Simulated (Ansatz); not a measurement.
## Cs: one input, then a changed one

Structure from Materials Project entry mp-1055940 (possibly hypothetical), not relaxed further.

First run: DFT, LDA, all-electron LAPW, scalar-relativistic (Ansatz 0.2.0).

Command: `ansatz run input.yaml --threads 1 --pin off --max-ram 2048MiB --backend cpu --events-out ev --progress --plain --runs-dir out` The run took about 3.7 s on 1 thread of a shared machine.

```yaml
crystal:
  lattice:
    - [0.0, 3.94833574, 3.94833574]
    - [3.94833574, 0.0, 3.94833574]
    - [3.94833574, 3.94833574, 0.0]
  atoms:
    - { symbol: Cs, position: [0.0, 0.0, 0.0] }
kpoints:
  mp_grid: { grid: [8, 8, 8] }
scf:
  occupations: { method: fermi_dirac, width: 0.08 }
hamiltonian:
  xc: lda
  pseudopotentials:
    kind: all_electron
    lapw: { basis_error: 0.00025, muffin_tin_radii: { Cs: 1.675 } }
output:
  forces: true
  stress: true
  eigenvalues: true
```

Result: converged; pressure -0.39 GPa; 6 SCF iterations.

Spin–orbit coupling is left out, though it moves levels of the heavy atoms by tenths of an eV or more.

The input is then changed:

```diff
@@ -7,9 +7,10 @@
     - { symbol: Cs, position: [0.0, 0.0, 0.0] }
 kpoints:
-  mp_grid: { grid: [8, 8, 8] }
+  mp_grid: { grid: [3, 3, 3] }
 scf:
   occupations: { method: fermi_dirac, width: 0.08 }
+  n_extra_bands: 1
 hamiltonian:
-  xc: lda
+  xc: rpbe
   pseudopotentials:
     kind: all_electron
```

(1) What does the second run give?

Results:

(1) It converged; pressure 0.08 GPa; 5 SCF iterations. Some of these settings are too coarse for converged properties.
